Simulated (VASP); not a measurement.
Write the native input for VASP 6.6.1 that does the following.

| Property | Result |
| --- | --- |
| Task | single point |
| Functional | PBEsol |
| Potentials or basis | VASP PAW PBE potentials, release 64 (Rb_sv) |
| Cutoff | 520 eV |
| k mesh | 6 × 6 × 2 |
| Occupations | gaussian, width 0.1 eV |
| Spin | no spin polarisation |
| Dipole correction | no |
| Further INCAR settings | ALGO = Normal; EDIFF = 1e-07; NBANDS = 16 |

The structure of Rb lies in POSCAR:

```
Rb
1.0
    5.0882069760      0.0000000000      0.0000000000
   -2.5441034880      4.4065165009      0.0000000000
    0.0000000000      0.0000000000      8.4420579800
Rb
2
Direct
    0.3333333300      0.6666666700      0.2500000000
    0.6666666700      0.3333333300      0.7500000000
```

This isn't the form of Rb at room conditions, which is bcc.

These files were run (other wordings do the same):

INCAR

```
SYSTEM = Rb
PREC = Accurate
ENCUT = 520
EDIFF = 1E-7
ISMEAR = 0
SIGMA = 0.1
LREAL = .False.
LASPH = .True.
NELM = 100
ALGO = Normal
ISIF = 2
LWAVE = .False.
LCHARG = .True.
GGA = PS
LELF = .True.
LVHAR = .True.
NBANDS = 16
```

KPOINTS

```
regular mesh
0
Gamma
  6 6 2
  0 0 0
```

Potentials or basis: VASP PAW PBE potentials, release 64 (Rb_sv).

Command:

```console
$ cat potpaw_PBE.64/Rb_sv/POTCAR > POTCAR
$ mpirun -np 1 vasp_std > vasp.out
```

It gave:

* Pressure: -0.2 GPa
* Band gap on the k mesh: none (metal or under the smearing width)

Caveat: the k mesh is coarse (spacing up to 0.37 Å⁻¹), so the values aren't converged; the PAW data sets were made with another functional, which shifts forces and pressure a little.

It took 17 s on 1 thread of Intel(R) Xeon(R) 6975P-C (Granite Rapids), with other jobs on the host, peak memory 0.3 GiB.
